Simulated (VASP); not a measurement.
# WC (Qusongite) (P-6m2) in VASP: notebook, part 2 of 2

VASP 6.6.1.

## Step 3: Relaxation of cell and atoms, RPBE

This run uses another cell than the first one, of 10.67 Å³/atom, 1.028 times its volume.

File INCAR:

```
SYSTEM = WC
  PREC = Accurate
  ENCUT = 600
  EDIFF = 1E-7
  ISMEAR = 1
  SIGMA = 0.1
  LREAL = .FALSE.
  LASPH = .TRUE.
  NELM = 80
  ALGO = Normal
  ISIF = 3
  LWAVE = .FALSE.
  LCHARG = .FALSE.
  GGA = RP
  IBRION = 2
  NSW = 90
  EDIFFG = -0.005
```

File KPOINTS:

```
Automatic mesh
0
G
  15 15 13
  0 0 0
```

File POSCAR:

```
WC                                      
1.0
    2.9350555487     -0.0000000000     -0.0000000000
   -1.4675277743      2.5418326667      0.0000000000
    0.0000000000     -0.0000000000      2.8596511706
  W               C             
     1     1
Direct
     0.0000000000000000    0.0000000000000000    0.0000000000000000
     0.6666666667000030    0.3333333332999970    0.5000000000000000
```

Potentials or basis: VASP PAW PBE potentials, release 64 (W_sv, C).

The run is started by

```sh
cat potpaw_PBE.64/W_sv/POTCAR potpaw_PBE.64/C/POTCAR > POTCAR
mpirun -np 1 vasp_std > vasp.out
```

OUTCAR:

```text
SYSTEM = WC
   PREC = Accurate
   ENCUT = 600
   EDIFF = 1E-7
   ISMEAR = 1
   LREAL = .FALSE.
   LASPH = .TRUE.
   NELM = 80
   ISIF = 3
   GGA = RP
   IBRION = 2
   NSW = 90
   EDIFFG = -0.005

 ion  position               nearest neighbor table
   1  0.000  0.000  0.000-   2 2.22   2 2.22   2 2.22   2 2.22   2 2.22   2 2.22
   2  0.667  0.333  0.500-   1 2.22   1 2.22   1 2.22   1 2.22   1 2.22   1 2.22

  LATTYP: Found a hexagonal cell.
 ALAT       =     2.9350555487
 C/A-ratio  =     0.9743090457

  Lattice vectors:

 A1 = (   2.9350555487,   0.0000000000,   0.0000000000)
 A2 = (  -1.4675277743,   2.5418326667,   0.0000000000)
 A3 = (   0.0000000000,   0.0000000000,   2.8596511706)

Analysis of symmetry for initial positions (statically):
=====================================================================
 Subroutine PRICEL returns:
 Original cell was already a primitive cell.

 Routine SETGRP: Setting up the symmetry group for a
 hexagonal supercell.

 Subroutine GETGRP returns: Found 12 space group operations
[... 181 lines left out ...]
      5      -3.5055      2.00000
      6       6.6247      2.00000
      7       7.5508      2.00000
      8       7.5508      2.00000
      9      10.8822     -0.07081
     10      13.8990      0.00000
     11      13.8990      0.00000
     12      16.2762      0.00000
     13      16.2762      0.00000
[... 354 lines left out ...]
  band No.  band energies     occupation
      1     -63.2605      2.00000
      2     -27.8459      2.00000
      3     -27.5336      2.00000
      4     -27.1789      2.00000
      5       0.1590      2.00000
      6       4.1314      2.00000
      7       6.8193      2.00000
      8       7.4170      2.00000
      9      10.8126      0.20981
     10      11.8658     -0.00000
     11      13.5679      0.00000
     12      14.6671      0.00000
     13      19.0706      0.00000

 [... further k-points ...]

------------------------ aborting loop because EDIFF is reached ----------------------------------------

  FORCE on cell =-STRESS in cart. coord.  units (eV):
  Direction    XX          YY          ZZ          XY          YZ          ZX
  --------------------------------------------------------------------------------------
  -------------------------------------------------------------------------------------
  Total       -0.0007839     -0.0007839      0.0007113     -0.0000000      0.0000000      0.0000000
  in kB       -0.0588688     -0.0588688      0.0534188     -0.0000000      0.0000000      0.0000000
  external PRESSURE =      -0.0214396 kB  Pullay stress =       0.0000000 kB

 VOLUME and BASIS-vectors are now :
 -----------------------------------------------------------------------------
  energy-cutoff  :      600.00
  volume of cell :       21.33
      direct lattice vectors                 reciprocal lattice vectors
     2.935055549  0.000000000  0.000000000     0.340709054  0.196708464  0.000000000
    -1.467527774  2.541832667  0.000000000     0.000000000  0.393416928  0.000000000
     0.000000000  0.000000000  2.859651171     0.000000000  0.000000000  0.349693001

 POSITION                                       TOTAL-FORCE (eV/Angst)
 -----------------------------------------------------------------------------------
      0.00000      0.00000      0.00000        -0.000000      0.000000      0.000000
      1.46753      0.84728      1.42983         0.000000      0.000000      0.000000
 -----------------------------------------------------------------------------------
    total drift:                               -0.000000      0.000000      0.000000

  FREE ENERGIE OF THE ION-ELECTRON SYSTEM (eV)
  ---------------------------------------------------
  free  energy   TOTEN  =       -21.4089659974 eV

  energy  without entropy=      -21.4090889870  energy(sigma->0) =      -21.40900699

 reached required accuracy - stopping structural energy minimisation
```

It took 16 s on 1 thread of Intel Xeon 6975P-C (Granite Rapids), shared host; peak memory 0.19 GiB.

Results:

```yaml
Free_energy: -21.4090 eV
Pressure_after_relaxing: 0.0 GPa
Band_gap_on_the_k_mesh: none (metal or under the smearing width)
```

Final structure:
```
W C
1.0
     2.93506    0.00000    0.00000
    -1.46753    2.54183    0.00000
     0.00000    0.00000    2.85965
W C
1 1
Direct
  0.00000 0.00000 0.00000
  0.66667 0.33333 0.50000
```

Caveat: the relaxation stopped at its first step, so nothing moved; the PAW data sets were made with another functional, which shifts forces and pressure a little. The run has no spin-orbit coupling, so splittings on W are missing.

## Step 4: Relaxation of cell and atoms, PBE+D3(BJ)

File INCAR:

```
PREC     = Accurate       # precision mode
ENCUT    = 600            # plane-wave cutoff, eV
EDIFF    = 1E-6           # SCF threshold, eV
ISMEAR   = 1              # smearing method
SIGMA    = 0.1            # smearing width, eV
LREAL    = F              # projectors in reciprocal space
LASPH    = T              # aspherical terms in the spheres
NELM     = 80             # most SCF steps
ALGO     = Normal         # electronic algorithm
ISIF     = 3              # what is computed and relaxed
LWAVE    = F              # write WAVECAR
LCHARG   = F              # write CHGCAR
GGA      = PE             # functional
IVDW     = 12             # dispersion correction
IBRION   = 2              # ionic algorithm
NSW      = 90             # ionic steps
EDIFFG   = -0.01          # ionic threshold
```

File KPOINTS:

```
Automatic mesh
0
Gamma
  15 15 13
```

File POSCAR:

```
WC
1.0
    2.9065000000      0.0000000000      0.0000000000
   -1.4532500000      2.5171028361      0.0000000000
    0.0000000000      0.0000000000      2.8366000000
W C
1 1
Direct
    0.0000000000      0.0000000000      0.0000000000
    0.6666666667      0.3333333333      0.5000000000
```

The run is started by

```sh
cat potpaw_PBE.64/W_sv/POTCAR potpaw_PBE.64/C/POTCAR > POTCAR
mpirun -np 1 vasp_std > vasp.out
```

Run time: 34 s. Hardware: 1 thread of Intel Xeon Platinum 8559C (Emerald Rapids), shared host; peak memory 0.21 GiB.

Results (log left out):

- Free energy: -23.3668 eV
- Relaxed volume: 10.36 Å³/atom
- Relaxed cell: a = 2.905 Å, b = 2.905 Å, c = 2.835 Å, α = 90.00°, β = 90.00°, γ = 120.00°
- Space group after relaxing (to 0.05 Å): P-6m2 (No. 187)
- Energy gained by relaxing: 0.0 meV/atom
- Ionic steps: 3
- Pressure after relaxing: 0.0 GPa
- Band gap on the k mesh: none (metal or under the smearing width)
- Dispersion energy per atom: -0.463 eV

Stress tensor (GPa, compression positive):
```
-0.02  0.00  0.00
 0.00 -0.02  0.00
 0.00  0.00  0.12
```

Final structure:
```yaml
crystal:
  lattice:
    - [2.90456, 0.00000, 0.00000]
    - [-1.45228, 2.51542, 0.00000]
    - [0.00000, 0.00000, 2.83489]
  atoms:
    - { symbol: W, position: [0.00000, 0.00000, 0.00000] }
    - { symbol: C, position: [0.66667, 0.33333, 0.50000] }
```

Levels at points of the mesh, in eV from the Fermi level:
```csv
k point,band 6,band 7,band 8,band 9,band 10,band 11,band 12,band 13
"(0.00, 0.00, 0.00)",-4.30,-3.32,-3.32,0.11,3.26,3.26,5.65,5.65
```

Caveat: pairwise dispersion overbinds metals, which lowers pressure and volume. Spin-orbit coupling is left out, which matters for the levels of W.

## Step 5: Relaxation of cell and atoms, PBE+D3(BJ)

Edit INCAR of step 4 so:

```diff
@@ -2,3 +2,3 @@
 ENCUT    = 600            # plane-wave cutoff, eV
-EDIFF    = 1E-6           # SCF threshold, eV
+EDIFF    = 1E-7           # SCF threshold, eV
 ISMEAR   = 1              # smearing method
@@ -16,2 +16,2 @@
 NSW      = 90             # ionic steps
-EDIFFG   = -0.01          # ionic threshold
+EDIFFG   = -0.005         # ionic threshold
```

KPOINTS is that of step 4.

File POSCAR:

```
WC                                      
1.0
    2.9045578620      0.0000000000      0.0000000000
   -1.4522789310      2.5154208952     -0.0000000000
    0.0000000000     -0.0000000000      2.8348885971
  W               C             
     1     1
Direct
     0.0000000000000000    0.0000000000000000    1.0000000000000000
     0.6666666667000030    0.3333333332999970    0.5000000000000000
```

Potentials or basis: VASP PAW PBE potentials, release 64 (W_sv, C).

The run is started by

```sh
cat potpaw_PBE.64/W_sv/POTCAR potpaw_PBE.64/C/POTCAR > POTCAR
mpirun -np 1 vasp_std > vasp.out
```

OUTCAR:

```text
PREC = Accurate
   ENCUT = 600
   EDIFF = 1E-7
   ISMEAR = 1
   LREAL = F
   LASPH = T
   NELM = 80
   ISIF = 3
   GGA = PE
   IVDW = 12
   IBRION = 2
   NSW = 90
   EDIFFG = -0.005
 IVDW          = 12

 ion  position               nearest neighbor table
   1  0.000  0.000  0.000-   2 2.20   2 2.20   2 2.20   2 2.20   2 2.20   2 2.20
   2  0.667  0.333  0.500-   1 2.20   1 2.20   1 2.20   1 2.20   1 2.20   1 2.20

  LATTYP: Found a hexagonal cell.
 ALAT       =     2.9045578620
 C/A-ratio  =     0.9760138141

  Lattice vectors:

 A1 = (   2.9045578620,   0.0000000000,   0.0000000000)
 A2 = (  -1.4522789310,   2.5154208952,   0.0000000000)
 A3 = (   0.0000000000,   0.0000000000,   2.8348885971)

Analysis of symmetry for initial positions (statically):
=====================================================================
 Subroutine PRICEL returns:
 Original cell was already a primitive cell.
[... 260 lines left out ...]
  free energy    TOTEN  =       -22.44133490 eV

  energy without entropy =      -22.44135141  energy(sigma->0) =      -22.44134040

 E-fermi :  11.0859     XC(G=0): -13.8103

 val. band max:       11.0608923528   @ k =   0.4667   0.0000   0.3846
 cond. band min:      11.1046556725   @ k =   0.1333  -0.0000   0.4615
 fundamental gap:      0.0437633197
 Fermi energy:        11.0859115482

 k-point     1 :       0.0000    0.0000    0.0000
  band No.  band energies     occupation
      1     -62.8932      2.00000
      2     -26.8737      2.00000
      3     -26.7713      2.00000
      4     -26.7713      2.00000
      5      -3.3593      2.00000
      6       6.7826      2.00000
      7       7.7673      2.00000
      8       7.7673      2.00000
      9      11.1906     -0.05874
     10      14.3499      0.00000
     11      14.3499      0.00000
     12      16.7392      0.00000
     13      16.7392      0.00000
[... 354 lines left out ...]
  band No.  band energies     occupation
      1     -62.8297      2.00000
      2     -27.4951      2.00000
      3     -27.1446      2.00000
      4     -26.7527      2.00000
      5       0.4592      2.00000
      6       4.3161      2.00000
      7       7.0360      2.00000
      8       7.5974      2.00000
      9      11.1316      0.30856
     10      12.1973     -0.00000
     11      14.0009      0.00000
     12      15.1577      0.00000
     13      19.6475      0.00000

 [... further k-points ...]

------------------------ aborting loop because EDIFF is reached ----------------------------------------

 Edisp (eV)   -0.92544

 E8    (eV) :    -0.4243
[... 25 lines left out ...]
  FREE ENERGIE OF THE ION-ELECTRON SYSTEM (eV)
  ---------------------------------------------------
  free  energy   TOTEN  =       -23.3667772447 eV

  energy  without entropy=      -23.3667937641  energy(sigma->0) =      -23.36678275

 reached required accuracy - stopping structural energy minimisation
```

CONTCAR:

```text
WC
   1.00000000000000
     2.9044288549787476   -0.0000000000000000   -0.0000000000000000
    -1.4522144274893738    2.5153091718423362    0.0000000000000000
     0.0000000000000000    0.0000000000000000    2.8352573840666353
  W               C
     1     1
Direct
     0.0000000000000000    0.0000000000000000    0.0000000000000000
     0.6666666667000030    0.3333333332999970    0.5000000000000000

  0.00000000E+00  0.00000000E+00  0.00000000E+00
  0.00000000E+00  0.00000000E+00  0.00000000E+00
```

Run time: 32 s. Hardware: 1 thread of Intel Xeon Platinum 8559C (Emerald Rapids), shared host; peak memory 0.2 GiB.

Results:

- Free energy: -23.3668 eV
- Energy gained by relaxing: 0.0 meV/atom
- Ionic steps: 3
- Pressure after relaxing: 0.0 GPa
- Band gap on the k mesh: none (metal or under the smearing width)
- Dispersion energy per atom: -0.463 eV

Final structure:
```
W C
1.0
     2.90443    0.00000    0.00000
    -1.45221    2.51531    0.00000
     0.00000    0.00000    2.83526
W C
1 1
Direct
  0.00000 0.00000 0.00000
  0.66667 0.33333 0.50000
```

Caveat: pairwise dispersion overbinds metals, which lowers pressure and volume. The run has no spin-orbit coupling, so splittings on W are missing.
